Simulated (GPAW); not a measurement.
# SnTe (F-43m) in GPAW: notebook, part 2 of 2

GPAW 26.7.0.

### Step 4. Single point, LDA

Input file run.py:

```python
from ase.dft.bandgap import bandgap
from ase.io import read, write
from ase.units import GPa
from gpaw import GPAW, PW

atoms = read('SnTe.xyz')

calc = GPAW(mode=PW(400),
            xc='LDA',
            kpts={'size': (5, 5, 5), 'gamma': True},
            occupations={'name': 'fermi-dirac', 'width': 0.05},
            nbands=19,
            maxiter=120,
            txt='gpaw.txt')
atoms.calc = calc
energy = atoms.get_potential_energy()
forces = atoms.get_forces()
stress = atoms.get_stress()
calc.write('gs.gpw')
write('result.traj', atoms)
print(f'Energy: {energy:.6f} eV')
print('Forces (eV/A):')
print(forces.round(4))
print('Stress (GPa):', (stress / GPa).round(3))
print('Fermi level:', round(calc.get_fermi_level(), 4), 'eV')
print(f'Gap: {bandgap(calc)[0]:.4f} eV, direct: {bandgap(calc, direct=True)[0]:.4f} eV')
```

Input file SnTe.xyz:

```xyz
2
Lattice="0.0000000000 3.6111460000 3.6111460000 3.6111460000 0.0000000000 3.6111460000 3.6111460000 3.6111460000 0.0000000000" Properties=species:S:1:pos:R:3 pbc="T T T"
Te     1.8055730000      1.8055730000      1.8055730000
Sn     0.0000000000      0.0000000000      0.0000000000
```

Potentials or basis: the program's PAW data sets (release 1.2.1) made for this functional, pw.

Command:

```sh
$ OMP_NUM_THREADS=1 python run.py
```

gpaw.txt:

```text
__  _  _
 | _ |_)|_||  |
 |__||  | ||/\| - 26.7.0

Input parameters:
  mode=PW(ecut=400.0),
  kpts=MonkhorstPack(size=(5, 5, 5), gamma=True),
  maxiter=120,
  nbands=19,
  occupations=Occupations(name='fermi-dirac', width=0.05),
  xc=XC(name='LDA')

Diagonalizing LCAO Hamiltonian
Converting LCAO to pw mode

             Te

       Sn

Atoms  # Å, Bohr magnetons
|   | symbol |        x |        y |        z |    initial magnetic moments |
|---|--------|----------|----------|----------|-----------------------------|
| 0 |     Te | 1.805573 | 1.805573 | 1.805573 | ( 0.0000,  0.0000,  0.0000) |
| 1 |     Sn | 0.000000 | 0.000000 | 0.000000 | ( 0.0000,  0.0000,  0.0000) |

Unit cell  # Å
| periodic |        x |        y |        z |  lengths |    angles |
|----------|----------|----------|----------|----------|-----------|
|      yes | 0.000000 | 3.611146 | 3.611146 | 5.106932 | 60.000000 |
|      yes | 3.611146 | 0.000000 | 3.611146 | 5.106932 | 60.000000 |
|      yes | 3.611146 | 3.611146 | 0.000000 | 5.106932 | 60.000000 |

Number of symmetries: 24
Symmetry operations  # r_c * U_cc + t_c -> r_c
|    | kind |            matrix            |
|----|------|------------------------------|
|  0 |  E   |  1, 0, 0,  0, 1, 0,  0, 0, 1 |
|  1 |  σ   |  1, 0, 0,  0, 0, 1,  0, 1, 0 |
|  2 |  σ   |  1, 0,-1,  0, 1,-1,  0, 0,-1 |
|  3 |  C3  |  1, 0,-1,  0, 0,-1,  0, 1,-1 |
|  4 |  C3  |  1,-1, 0,  0,-1, 1,  0,-1, 0 |
|  5 |  σ   |  1,-1, 0,  0,-1, 0,  0,-1, 1 |
|  6 |  σ   |  0, 1, 0,  1, 0, 0,  0, 0, 1 |
|  7 |  C3  |  0, 1, 0,  0, 0, 1,  1, 0, 0 |
|  8 |  C2  |  0, 1,-1,  1, 0,-1,  0, 0,-1 |
|  9 |  S4  |  0, 1,-1,  0, 0,-1,  1, 0,-1 |
| 10 |  C3  |  0, 0, 1,  1, 0, 0,  0, 1, 0 |
| 11 |  σ   |  0, 0, 1,  0, 1, 0,  1, 0, 0 |
| 12 |  S4  |  0, 0,-1,  1, 0,-1,  0, 1,-1 |
| 13 |  C3  |  0, 0,-1,  0, 1,-1,  1, 0,-1 |
| 14 |  S4  |  0,-1, 1,  1,-1, 0,  0,-1, 0 |
| 15 |  C2  |  0,-1, 1,  0,-1, 0,  1,-1, 0 |
| 16 |  C3  |  0,-1, 0,  1,-1, 0,  0,-1, 1 |
| 17 |  S4  |  0,-1, 0,  0,-1, 1,  1,-1, 0 |
| 18 |  S4  | -1, 1, 0, -1, 0, 1, -1, 0, 0 |
| 19 |  C3  | -1, 1, 0, -1, 0, 0, -1, 0, 1 |
| 20 |  C3  | -1, 0, 1, -1, 1, 0, -1, 0, 0 |
| 21 |  S4  | -1, 0, 1, -1, 0, 0, -1, 1, 0 |
| 22 |  σ   | -1, 0, 0, -1, 1, 0, -1, 0, 1 |
| 23 |  C2  | -1, 0, 0, -1, 0, 1, -1, 1, 0 |

BZ-sampling:
  Number of BZ points: 125
  Number of IBZ points: 10

  Monkhorst-Pack size: [5, 5, 5]
  Monkhorst-Pack shift: [0, 0, 0]

K-points  # in reciprocal-cell coordinates
|   |                                coordinates |     weight |
[... 75 lines left out ...]
    |------|--------|-------------|----------|
    |   5s |  2.000 |     -10.799 |    1.201 |
    |   5p |  2.000 |      -3.869 |    1.270 |
    |   4d | 10.000 |     -25.910 |    1.185 |
    |    s |        |      16.413 |    1.201 |
    |    p |        |      23.342 |    1.270 |
    |    d |        |       1.302 |    1.185 |

    Using partial waves for Sn as LCAO basis

Reference energy: -352503.082954  # eV

eigensolver:
  PPCG
  Converge bands: occupied
  niter=2

density mixing:
  MSR1-Mixer
  Pratt-step length: 0.05
  Maximum mixing coefficient: 0.75
  Old densities: 10
  SVD Regularization: 0.005
  Good broyden scale: 1.0
  Trust region scale: 1.0
  Backstep threshold: 4.0
  History deletion threshold: 6.0
  Fourier metric: weight=20.0, sigma=0.015

occupation numbers:
  Fermi-Dirac:
    width: 0.0500  # eV

poisson solver:
  ecut: 3200.0  # eV

xc functional:
  name: None

convergence criteria:
- Maximum [total energy] change in last 3 cyles: 0.0005 eV / valence electron
- Maximum integral of absolute [dens]ity change: 0.0001 electrons / valence electron
- Maximum integral of absolute [eigenst]ate change: 4e-08 eV^2 / valence electron
maximum number of iterations: 120

SCF iterations
|iter     | |      energy | eigst |  dens |
|---------|-|-------------|-------|-------|
|iter:   1| |   -8.287932 | -0.30 |       |
|iter:   2| |   -8.260148 | -2.22 | -1.33 |
|iter:   3| |   -8.157151 | -2.59 | -1.38 |
|iter:   4| |   -8.154682 | -3.88 | -1.94 |
|iter:   5| |   -8.153965c| -4.42 | -2.36 |
|iter:   6| |   -8.153986c| -5.95 | -3.20 |
|iter:   7| |   -8.153984c| -6.88 | -3.70 |
|iter:   8| |   -8.153985c| -7.50c| -4.87c|

Converged in 8 steps
Energy contributions relative to reference atoms: (reference = -352503.082954)

Energy contributions:
  Kinetic:           8.576635
  Coulomb:         -10.435904
  Zero:              0.221416
  External:          0.000000
  Xc:               -6.514773
  Entropy:          -0.002716
  Spinorbit:         0.000000
  ----------------------------
  Free energy:      -8.155343
  Extrapolated:     -8.153985

dipole moment: (-28.459685, -28.459685, -28.459685)  # |e|*Ang

Fermi level: 2.455
Eigenvalues  # (at kpt = [0.000, 0.000, 0.000])
| band index |      eig [eV] | occ [0-2] |
|------------|---------------|-----------|
|          0 |       -19.114 |     2.000 |
|        ... |               |           |
|          2 |       -19.114 |     2.000 |
|          3 |       -19.102 |     2.000 |
|          4 |       -19.102 |     2.000 |
|          5 |        -9.055 |     2.000 |
|          6 |        -2.796 |     2.000 |
|          7 |         0.615 |     2.000 |
[... 9 lines left out ...]
|         17 |        10.036 |     0.000 |
|         18 |        10.036 |     0.000 |

Gap: 0.341 eV
Transition (v -> c):
  (s=0, k=3, n=9, [0.40, 0.20, -0.20]) -> (s=0, k=7, n=10, [0.40, 0.40, 0.00])
Direct/indirect transitions are different
Direct gap: 0.786 eV
Transition at: (s=0, k=7, n=9, [0.40, 0.40, 0.00])

Forces  # eV/Ang
|        x |        y |        z |
|----------|----------|----------|
|  0.00000 |  0.00000 | -0.00000 |  # Te   0
| -0.00000 | -0.00000 | -0.00000 |  # Sn   1

Stress tensor  # eV/Ang^3
|         x |        y |         z |
|-----------|----------|-----------|
|  0.022260 | 0.000000 | -0.000000 |
|  0.000000 | 0.022260 |  0.000000 |
| -0.000000 | 0.000000 |  0.022260 |

# Writing to gs.gpw (mode='')
```

stdout:

```text
Energy: -8.153985 eV
Forces (eV/A):
[[ 0.  0. -0.]
 [-0. -0. -0.]]
Stress (GPa): [ 3.567  3.567  3.567  0.    -0.     0.   ]
Fermi level: 2.4545 eV
Gap: 0.3407 eV, direct: 0.7855 eV
```

Wall time 14 s (1 thread of Intel Xeon at 2.50GHz (Skylake/Cascade Lake), shared host); peak memory 0.15 GiB.

The run converged, but some of its settings lie outside the range that counts as converged, so its numbers aren't taken as properties of the crystal.

What came out:

```yaml
Free_energy: -8.1553 eV
Pressure: -3.6 GPa
Band_gap_on_the_k_mesh: 0.34 eV, indirect (least direct gap 0.79 eV)
```

Caveat: the cutoff is short for stress and forces, so pressures can be off by a GPa or more; spin-orbit coupling is left out, which moves the levels of the heavy elements; an odd mesh through Γ misses points on the zone boundary, where band edges often lie.

### Step 5. Single point, HSE06

Input file run.py:

```python
from ase import Atoms
from ase.dft.bandgap import bandgap
from ase.io import write
from ase.parallel import parprint
from gpaw import GPAW, PW

atoms = Atoms(['Te', 'Sn'],
              cell=[[0.0, 3.611146, 3.611146],
                    [3.611146, 0.0, 3.611146],
                    [3.611146, 3.611146, 0.0]],
              scaled_positions=[[0.25, 0.25, 0.25],
                                [0.0, 0.0, 0.0]],
              pbc=True)

calc = GPAW(mode=PW(450),
            xc='HSE06',
            kpts={'size': (4, 4, 4), 'gamma': True},
            occupations={'name': 'fermi-dirac', 'width': 0.05},
            nbands=15,
            convergence={'density': 1e-05, 'energy': 1e-05},
            maxiter=60,
            txt='gpaw.txt')
atoms.calc = calc
energy = atoms.get_potential_energy()
forces = atoms.get_forces()
calc.write('gs.gpw')
write('result.traj', atoms)
parprint(f'Energy: {energy:.6f} eV')
parprint('Forces (eV/A):')
parprint(forces.round(4))
parprint('Fermi level:', round(calc.get_fermi_level(), 4), 'eV')
parprint(f'Gap: {bandgap(calc)[0]:.4f} eV, direct: {bandgap(calc, direct=True)[0]:.4f} eV')
```

Potentials or basis: GPAW PAW data sets (gpaw-data 1.2.1), pw.

Command:

```sh
$ OMP_NUM_THREADS=1 mpirun -n 8 gpaw python run.py
```

gpaw.txt:

```text
__  _  _
 | _ |_)|_||  |
 |__||  | ||/\| - 26.7.0

Input parameters:
  mode=PW(ecut=450.00000000000006),
  convergence={'density': 1e-05, 'energy': 1e-05},
  kpts=MonkhorstPack(size=(4, 4, 4), gamma=True),
  maxiter=60,
  nbands=15,
  occupations=Occupations(name='fermi-dirac', width=0.05),
  xc=XC(name='HSE06')

Diagonalizing LCAO Hamiltonian
Converting LCAO to pw mode

             Te

       Sn

Atoms  # Å, Bohr magnetons
|   | symbol |        x |        y |        z |    initial magnetic moments |
|---|--------|----------|----------|----------|-----------------------------|
| 0 |     Te | 1.805573 | 1.805573 | 1.805573 | ( 0.0000,  0.0000,  0.0000) |
| 1 |     Sn | 0.000000 | 0.000000 | 0.000000 | ( 0.0000,  0.0000,  0.0000) |

Unit cell  # Å
| periodic |        x |        y |        z |  lengths |    angles |
|----------|----------|----------|----------|----------|-----------|
[... 189 lines left out ...]
  Coulomb:          -5.357053
  Zero:             -0.379417
  External:          0.000000
  Xc:             2234.767015
  Entropy:          -0.002204
  Spinorbit:         0.000000
  Hybrid_Xc_Cc:     -2183.129769
  Hybrid_Xc_Vc:       -50.191799
  Hybrid_Xc_Vv:       -43.958774
  ----------------------------
  Free energy:     -43.933635
  Extrapolated:    -43.932533

dipole moment: (-28.068495, -28.068495, -28.068495)  # |e|*Ang

Fermi level: 2.885
Eigenvalues  # (at kpt = [0.000, 0.000, 0.000])
| band index |      eig [eV] | occ [0-2] |
|------------|---------------|-----------|
|          0 |       -21.393 |     2.000 |
|        ... |               |           |
|          2 |       -21.393 |     2.000 |
|          3 |       -21.379 |     2.000 |
|          4 |       -21.379 |     2.000 |
|          5 |       -10.099 |     2.000 |
|          6 |        -2.933 |     2.000 |
|          7 |         0.448 |     2.000 |
|          8 |         0.448 |     2.000 |
|          9 |         0.448 |     2.000 |
|         10 |         4.011 |     0.000 |
|         11 |         4.011 |     0.000 |
|         12 |         4.011 |     0.000 |
|         13 |         7.120 |     0.000 |
|         14 |         9.717 |     0.000 |

Gap: 0.321 eV
Transition (v -> c):
  (s=0, k=3, n=9, [0.50, 0.25, -0.25]) -> (s=0, k=5, n=10, [0.50, 0.50, 0.00])
Direct/indirect transitions are different
Direct gap: 1.113 eV
Transition at: (s=0, k=5, n=9, [0.50, 0.50, 0.00])

Forces  # eV/Ang
|        x |        y |        z |
|----------|----------|----------|
|  0.00000 |  0.00000 |  0.00000 |  # Te   0
| -0.00000 | -0.00000 | -0.00000 |  # Sn   1

# Writing to gs.gpw (mode='')
```

Run time: 22 min. Hardware: 8 MPI ranks of Intel Xeon at 2.50GHz (Skylake/Cascade Lake), shared host; peak memory 0.21 GiB.

Results:

```yaml
Free_energy: -43.9336 eV
Band_gap_on_the_k_mesh: 0.32 eV, indirect (least direct gap 1.11 eV)
```

Caveat: exact exchange converges slowly with the k mesh, and this mesh is small; the PAW data sets were made with another functional, which shifts forces and pressure a little; spin-orbit coupling is left out, which moves the levels of the heavy elements.

### Step 6. Summary

| level | k mesh | maxiter | convergence | ranks | gap on the mesh (eV) |
| --- | --- | --- | --- | --- | --- |
| PBE | 5 × 5 × 5 | 120 | default | - | 0.41 |
| PBE0 | 4 × 4 × 4 | 60 | - | 8 | 0.96 |
| HSE06 | 4 × 4 × 4 | 60 | - | 8 | 0.32 |

Alike in all rows: task single point; potentials or basis GPAW PAW data sets (gpaw-data 1.2.1), pw; no spin polarisation; cell as given; cutoff (eV) 450; smearing fermi-dirac 0.05 eV.

On the cell as given the gap runs from 0.32 eV (HSE06) to 0.96 eV (PBE0); the meshes differ, which moves gaps too.

Caveats: spin-orbit coupling is left out, which moves the levels of the heavy elements; exact exchange converges slowly with the k mesh, and this mesh is small (some runs); the PAW data sets were made with another functional, which shifts forces and pressure a little (some runs); the cutoff is short for stress and forces, so pressures can be off by a GPa or more (some runs); an odd mesh through Γ misses points on the zone boundary, where band edges often lie (some runs).

Total energies depend on the potentials used, so only differences within one code and one set of settings carry meaning.
